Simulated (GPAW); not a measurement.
Here is a GPAW 26.7.0 calculation.

File run.py:

```python
from ase.dft.bandgap import bandgap
from ase.io import read, write
from ase.units import GPa
from gpaw import GPAW, PW

atoms = read('POSCAR')

calc = GPAW(mode=PW(600),
            xc='revPBE',
            kpts={'size': (8, 8, 8), 'gamma': True},
            occupations={'name': 'fermi-dirac', 'width': 0.05},
            nbands=11,
            convergence={'density': 1e-05, 'energy': 1e-05},
            maxiter=150,
            txt='gpaw.txt')
atoms.calc = calc
energy = atoms.get_potential_energy()
forces = atoms.get_forces()
stress = atoms.get_stress()
calc.write('gs.gpw')
write('result.traj', atoms)
print(f'Energy: {energy:.6f} eV')
print('Forces (eV/A):')
print(forces.round(4))
print('Stress (GPa):', (stress / GPa).round(3))
print('Fermi level:', round(calc.get_fermi_level(), 4), 'eV')
print(f'Gap: {bandgap(calc)[0]:.4f} eV, direct: {bandgap(calc, direct=True)[0]:.4f} eV')

path = atoms.cell.bandpath('GXWKGLUWLK,UX', npoints=60, eps=1e-4)
bs_calc = calc.fixed_density(kpts=path, symmetry='off', nbands=21,
                             convergence={'bands': 'CBM+6.0', 'eigenstates': 1e-6}, txt='bands.txt')
bs = bs_calc.band_structure()
bs.write('bs.json')
print(f'Gap on the path: {bandgap(bs_calc)[0]:.4f} eV')
```

File POSCAR:

```
GaAs
1.0
    0.0000000000      2.8268500000      2.8268500000
    2.8268500000      0.0000000000      2.8268500000
    2.8268500000      2.8268500000      0.0000000000
As Ga
1 1
Direct
    0.7500000000      0.7500000000      0.7500000000
    0.0000000000      0.0000000000      0.0000000000
```

Potentials or basis: the program's PAW data sets (release 1.2.1) made for this functional, pw.

The run is started by

```sh
$ OMP_NUM_THREADS=1 python run.py
```

**Question.** Estimate the band gap along the path.

**Answer.** 0.68 eV, direct.

**Question.** What does it give for the band gap on the k mesh?

**Answer.** 0.68 eV, direct.

**Question.** Estimate the pressure.

**Answer.** 5.8 GPa.

Levels at the corners of the path, in eV from the valence-band top:
| point | band 1 | band 2 | band 3 | band 4 | band 5 | band 6 | band 7 | band 8 |
| --- | --- | --- | --- | --- | --- | --- | --- | --- |
| Γ | -12.67 | 0.00 | 0.00 | 0.00 | 0.68 | 3.79 | 3.79 | 3.79 |
| X | -10.32 | -6.76 | -2.66 | -2.66 | 1.55 | 1.74 | 10.26 | 10.26 |
| W | -10.27 | -6.56 | -3.52 | -3.31 | 4.70 | 4.80 | 5.51 | 6.14 |
| K | -10.36 | -6.56 | -3.83 | -2.24 | 2.05 | 4.72 | 8.06 | 8.13 |
| Γ | -12.67 | 0.00 | 0.00 | 0.00 | 0.68 | 3.79 | 3.79 | 3.79 |
| L | -11.04 | -6.58 | -1.13 | -1.13 | 1.11 | 4.69 | 4.69 | 7.91 |
| U | -10.36 | -6.56 | -3.83 | -2.24 | 2.05 | 4.72 | 8.06 | 8.13 |
| W | -10.27 | -6.56 | -3.52 | -3.31 | 4.70 | 4.80 | 5.51 | 6.14 |
| L | -11.04 | -6.58 | -1.13 | -1.13 | 1.11 | 4.69 | 4.69 | 7.91 |
| K | -10.36 | -6.56 | -3.83 | -2.24 | 2.05 | 4.72 | 8.06 | 8.13 |
| U | -10.36 | -6.56 | -3.83 | -2.24 | 2.05 | 4.72 | 8.06 | 8.13 |
| X | -10.32 | -6.76 | -2.66 | -2.66 | 1.55 | 1.74 | 10.26 | 10.26 |

**Measured values to compare with.**

From “Evidence of valence band perturbations in GaAsN/GaAs(001): A combined variable-angle spectroscopic ellipsometry and modulated photoreflectance investigation”, 2008, arxiv:0805.2212, for a bulk crystal of GaAs at 300 K: band gap 1.412 ± 0.01 eV (direct).

Measured gap of GaAs: 1.412 eV (direct; 300 K; “Evidence of valence band perturbations in GaAsN/GaAs(001): A combined variable-angle spectroscopic ellipsometry and modulated photoreflectance investigation”, 2008, arxiv:0805.2212). This calculation gives 0.68 eV (-0.74 eV). 3 values of this kind are on record (1.412 to 1.51 eV); this one was drawn at random among those near their median, those with a stated uncertainty first. Spin-orbit coupling on As, Ga is left out. The value is that of revPBE, without temperature or zero-point motion. Semilocal functionals fall short of measured gaps as a rule.
